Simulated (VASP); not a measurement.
# Nb (Fm-3m) in VASP: further runs

One crystal, Nb, is run at these levels: r2SCAN; tasks: single point.

Everything below comes from runs of VASP 6.6.1. Logs are shortened: lines on timing, memory, paths and dates and some standing lists are left out, and cuts for length are marked.

## Step 1: The crystal as given

It takes space group Fm-3m (No. 225, cubic). Conventional cell: a = 4.230 Å, b = 4.230 Å, c = 4.230 Å, α = 90.00°, β = 90.00°, γ = 90.00°. Nb (site symmetry m-3m) is surrounded by 12 Nb at 2.99 Å.

This isn't the form of Nb at room conditions, which is bcc.

## Step 2: Single point, r2SCAN

The input, INCAR:

```
  PREC = Accurate
  ENCUT = 500
  EDIFF = 1E-7
  ISMEAR = -1
  SIGMA = 0.1
  LREAL = False
  LASPH = True
  NELM = 100
  ALGO = Normal
  ISIF = 2
  LWAVE = False
  LCHARG = False
  METAGGA = R2SCAN
  LMIXTAU = True
  ADDGRID = False
```

The input, KPOINTS:

```
Automatic mesh
0
Gamma
  14 14 14
```

The input, POSCAR:

```
Nb
1.0
    0.0000000000      2.1150000000      2.1150000000
    2.1150000000      0.0000000000      2.1150000000
    2.1150000000      2.1150000000      0.0000000000
Nb
1
Direct
    0.0000000000      0.0000000000      0.0000000000
```

Potentials or basis: VASP PAW PBE potentials, release 64 (Nb_sv).

Run with:

```sh
> cat potpaw_PBE.64/Nb_sv/POTCAR > POTCAR
> mpirun -np 1 vasp_std > vasp.out
```

OUTCAR:

```text
PREC = Accurate
   ENCUT = 500
   EDIFF = 1E-7
   ISMEAR = -1
   LREAL = False
   LASPH = True
   NELM = 100
   ISIF = 2
   METAGGA = R2SCAN

 Found    104 irreducible k-points:

 Following reciprocal coordinates:
            Coordinates               Weight
  0.000000  0.000000  0.000000      1.000000
  0.071429  0.000000  0.000000      8.000000
  0.142857  0.000000  0.000000      8.000000
  0.214286  0.000000  0.000000      8.000000
  0.285714  0.000000  0.000000      8.000000
  0.357143  0.000000  0.000000      8.000000
   k-points           NKPTS =    104   k-points in BZ     NKDIM =    104   number of bands    NBANDS=     10
   number of dos      NEDOS =    301   number of ions     NIONS =      1
   total plane-waves  NPLWV =  13824
   dimension x,y,z NGX =    24 NGY =   24 NGZ =   24
   dimension x,y,z NGXF=    48 NGYF=   48 NGZF=   48
   ions per type =               1
   NGX,Y,Z   is equivalent  to a cutoff of  13.34, 13.34, 13.34 a.u.
   NGXF,Y,Z  is equivalent  to a cutoff of  26.68, 26.68, 26.68 a.u.
 SYSTEM =  unknown system
   PREC   = accura    normal or accurate (medium, high low for compatibility)
   ISTART =      0    job   : 0-new  1-cont  2-samecut
   ICHARG =      2    charge: 1-file 2-atom 10-const
   ISPIN  =      1    spin polarized calculation?
   LNONCOLLINEAR =      F non collinear calculations
   LSORBIT =      F    spin-orbit coupling
   LASPH  =      T    aspherical Exc in radial PAW
   ENCUT  =  500.0 eV  36.75 Ry    6.06 a.u.   5.45  5.45  5.45*2*pi/ulx,y,z
   NELM   =    100;   NELMIN=  2; NELMDL= -5     # of ELM steps
   EDIFF  = 0.1E-06   stopping-criterion for ELM
   LREAL  =      F    real-space projection
   EDIFFG = 0.1E-05   stopping-criterion for IOM
   NSW    =      0    number of steps for IOM
   IBRION =     -1    ionic relax: 0-MD 1-quasi-New 2-CG
   NFREE  =      0    steps in history (QN), initial steepest desc. (CG)
   ISIF   =      2    stress and relaxation
   ISYM   =      2    0-nonsym 1-usesym 2-fastsym
   POTIM  = 0.5000    time-step for ionic-motion
   TEBEG  =    0.0;   TEEND  =   0.0 temperature during run
   PSTRESS=    0.0 pullay stress
   NELECT =      13.0000    total number of electrons
   NUPDOWN=      -1.0000    fix difference up-down
   EMIN   =  10.00;   EMAX   =-10.00  energy-range for DOS
   EFERMI =   0.00;   METHOD = LEGACY
   ISMEAR =    -1;   SIGMA  =   0.10  broadening in eV -4-tet -1-fermi 0-gaus
   EFERMI_NEDOS =   21; number of points for ismear=-14 and -15
   IALGO  =     38    algorithm
   IMIX   =      4    mixing-type and parameters
     AMIX     =   0.40;   BMIX     =  1.00
     AMIX_MAG =   1.60;   BMIX_MAG =  1.00
  volume/ion in A,a.u.               =      18.92       127.69
  Fermi-wavevector in a.u.,A,eV,Ry     =   1.444560  2.729823 28.392005  2.086754
  Thomas-Fermi vector in A             =   2.562841
   LORBIT       =      0    0 simple, 1 ext, 2 COOP (PROOUT), +10 PAW based schemes
   METAGGA = R2SCAN    functional components
   LHFCALC =     F    Hartree Fock is set to
   AEXX    =    0.0000 exact exchange contribution
   IVDW    =     0    specifies the selected vdW correction
   LEPSILON=     F    determine dielectric tensor
   LRPA    =     F    only Hartree local field effects (RPA)
 non-spin polarized calculation
  energy-cutoff  :      500.00
  volume of cell :       18.92
 maximum number of plane-waves:       531
 NGX is ok and might be reduce to    24
   NGX = 11   NGY = 11   NGZ = 11

 number of electron      13.0000001 magnetization

 Free energy of the ion-electron system (eV)
  ---------------------------------------------------
  ext. energy  EPLUGINS =         0.00000000
  ---------------------------------------------------
  free energy    TOTEN  =       -24.53311502 eV

  energy without entropy =      -24.48680131  energy(sigma->0) =      -24.50995817

 E-fermi :  10.8566     XC(G=0): -13.3350

 val. band max:       10.8555343905   @ k =  -0.4286   0.2143   0.0714
 cond. band min:      10.8599017662   @ k =   0.5000   0.0000   0.0000
 fundamental gap:      0.0043673757
 Fermi energy:        10.8566026775

 k-point     1 :       0.0000    0.0000    0.0000
  band No.  band energies     occupation
      1     -45.7874      2.00000
      2     -20.4370      2.00000
      3     -20.4370      2.00000
      4     -20.4370      2.00000
      5       4.2635      2.00000
      6      10.9941      0.40358
      7      10.9941      0.40358
      8      10.9941      0.40358
      9      13.7877      0.00000
     10      13.7877      0.00000

 k-point     2 :       0.0714    0.0000    0.0000
  band No.  band energies     occupation
      1     -45.7775      2.00000
      2     -20.5023      2.00000
      3     -20.4450      2.00000
      4     -20.4450      2.00000
      5       4.4611      2.00000
      6      10.8346      1.10962
      7      11.0838      0.18697
      8      11.0838      0.18697
      9      13.7075      0.00000
     10      13.7075      0.00000

 k-point     3 :       0.1429    0.0000    0.0000
  band No.  band energies     occupation
      1     -45.7495      2.00000
      2     -20.6825      2.00000
      3     -20.4673      2.00000
      4     -20.4673      2.00000
      5       5.0122      2.00000
      6      10.4629      1.96175
      7      11.2933      0.02507
      8      11.2933      0.02507
      9      13.5636      0.00000
     10      13.5636      0.00000

 k-point     4 :       0.2143    0.0000    0.0000
  band No.  band energies     occupation
      1     -45.7087      2.00000
      2     -20.9367      2.00000
      3     -20.4993      2.00000
      4     -20.4993      2.00000
      5       5.7761      2.00000
      6      10.1334      1.99856
      7      11.4276      0.00660
      8      11.4276      0.00660
      9      13.6252      0.00000
     10      13.6252      0.00000

 k-point     5 :       0.2857    0.0000    0.0000
  band No.  band energies     occupation
      1     -45.6631      2.00000
      2     -21.2109      2.00000
      3     -20.5346      2.00000
      4     -20.5346      2.00000
      5       6.4661      2.00000
      6      10.1761      1.99779
      7      11.3257      0.01819
      8      11.3257      0.01819
      9      14.0933      0.00000
     10      14.0933      0.00000

 k-point     6 :       0.3571    0.0000    0.0000
  band No.  band energies     occupation
      1     -45.6217      2.00000
      2     -21.4515      2.00000
      3     -20.5661      2.00000
      4     -20.5661      2.00000
      5       6.7912      2.00000
      6      10.8000      1.27578
      7      11.1063      0.15215
      8      11.1063      0.15215
      9      14.8046      0.00000
     10      14.8046      0.00000

 [... further k-points ...]

------------------------ aborting loop because EDIFF is reached ----------------------------------------

  FORCE on cell =-STRESS in cart. coord.  units (eV):
  Direction    XX          YY          ZZ          XY          YZ          ZX
  --------------------------------------------------------------------------------------
  -------------------------------------------------------------------------------------
  Total       -0.2566181     -0.2566181     -0.2566181      0.0000000     -0.0000000      0.0000000
  in kB      -21.7288533    -21.7288533    -21.7288533      0.0000000     -0.0000000      0.0000000
  external PRESSURE =     -21.7288533 kB  Pullay stress =       0.0000000 kB

 VOLUME and BASIS-vectors are now :
 -----------------------------------------------------------------------------
  energy-cutoff  :      500.00
  volume of cell :       18.92
      direct lattice vectors                 reciprocal lattice vectors
     0.000000000  2.115000000  2.115000000    -0.236406619  0.236406619  0.236406619
     2.115000000  0.000000000  2.115000000     0.236406619 -0.236406619  0.236406619
     2.115000000  2.115000000  0.000000000     0.236406619  0.236406619 -0.236406619

 POSITION                                       TOTAL-FORCE (eV/Angst)
 -----------------------------------------------------------------------------------
      0.00000      0.00000      0.00000         0.000000     -0.000000     -0.000000
 -----------------------------------------------------------------------------------
    total drift:                               -0.000000     -0.000000     -0.000000

  FREE ENERGIE OF THE ION-ELECTRON SYSTEM (eV)
  ---------------------------------------------------
  free  energy   TOTEN  =       -24.5331150189 eV

  energy  without entropy=      -24.4868013113  energy(sigma->0) =      -24.50995817
```

It took 76 s on 1 thread of AMD EPYC 9R45 (Zen 5), shared host; peak memory 0.13 GiB.

The run converged, but some of its settings lie outside the range that counts as converged, so its numbers aren't taken as properties of the crystal.

Results:

| Property | Result |
| --- | --- |
| Free energy | -24.5331 eV |
| Pressure | -2.2 GPa |
| Band gap on the k mesh | none (metal or under the smearing width) |

Caveat: the PAW data sets were made with another functional, which shifts forces and pressure a little.

## Step 3: Single point, r2SCAN

INCAR is that of step 2.

KPOINTS is that of step 2.

The input, POSCAR:

```
Nb
1.0
   -0.0426650000      2.1137510000      2.1300390000
    2.0995070000     -0.0030870000      2.0904620000
    2.1111540000      2.0858200000     -0.0147340000
Nb
1
Direct
   -0.0113280000     -0.0286200000      0.0112220000
```

Potentials or basis: VASP PAW PBE potentials, release 64 (Nb_sv).

Run with:

```sh
> cat potpaw_PBE.64/Nb_sv/POTCAR > POTCAR
> mpirun -np 1 vasp_std > vasp.out
```

OUTCAR:

```text
PREC = Accurate
   ENCUT = 500
   EDIFF = 1E-7
   ISMEAR = -1
   LREAL = False
   LASPH = True
   NELM = 100
   ISIF = 2
   METAGGA = R2SCAN

 Found   1376 irreducible k-points:

 Following reciprocal coordinates:
            Coordinates               Weight
  0.000000  0.000000  0.000000      1.000000
  0.071429  0.000000 -0.000000      2.000000
  0.142857  0.000000  0.000000      2.000000
  0.214286  0.000000 -0.000000      2.000000
  0.285714  0.000000 -0.000000      2.000000
[... 152 lines left out ...]

 [... further k-points ...]

------------------------ aborting loop because EDIFF is reached ----------------------------------------

  FORCE on cell =-STRESS in cart. coord.  units (eV):
  Direction    XX          YY          ZZ          XY          YZ          ZX
  --------------------------------------------------------------------------------------
  -------------------------------------------------------------------------------------
  Total       -0.1080040     -0.4874855     -0.2359206     -0.0773949      0.0640138     -0.1344331
  in kB       -9.1451152    -41.2772818    -19.9763136     -6.5533240      5.4202961    -11.3829734
  external PRESSURE =     -23.4662369 kB  Pullay stress =       0.0000000 kB

 VOLUME and BASIS-vectors are now :
 -----------------------------------------------------------------------------
  energy-cutoff  :      500.00
  volume of cell :       18.92
      direct lattice vectors                 reciprocal lattice vectors
    -0.042665000  2.113751000  2.130039000    -0.230437638  0.234873772  0.231781534
     2.099507000 -0.003087000  2.090462000     0.236448712 -0.237621425  0.240540482
     2.111154000  2.085820000 -0.014734000     0.233873347  0.241057135 -0.234529299

 POSITION                                       TOTAL-FORCE (eV/Angst)
 -----------------------------------------------------------------------------------
      2.02093      2.11021      4.13638        -0.000000     -0.000000      0.000000
 -----------------------------------------------------------------------------------
    total drift:                               -0.000000     -0.000001     -0.000001

  FREE ENERGIE OF THE ION-ELECTRON SYSTEM (eV)
  ---------------------------------------------------
  free  energy   TOTEN  =       -24.5370658292 eV

  energy  without entropy=      -24.4909788036  energy(sigma->0) =      -24.51402232
```

It took 14 min on 1 thread of AMD EPYC 9R45 (Zen 5), shared host; peak memory 0.34 GiB.

These settings aren't checked as converged: the numbers below hold their error.

Results:

```
Free energy            : -24.5371 eV
Pressure               : -2.3 GPa
Band gap on the k mesh : none (metal or under the smearing width)
```

Caveat: the PAW data sets were made with another functional, which shifts forces and pressure a little.

[end of part 1 of 2]
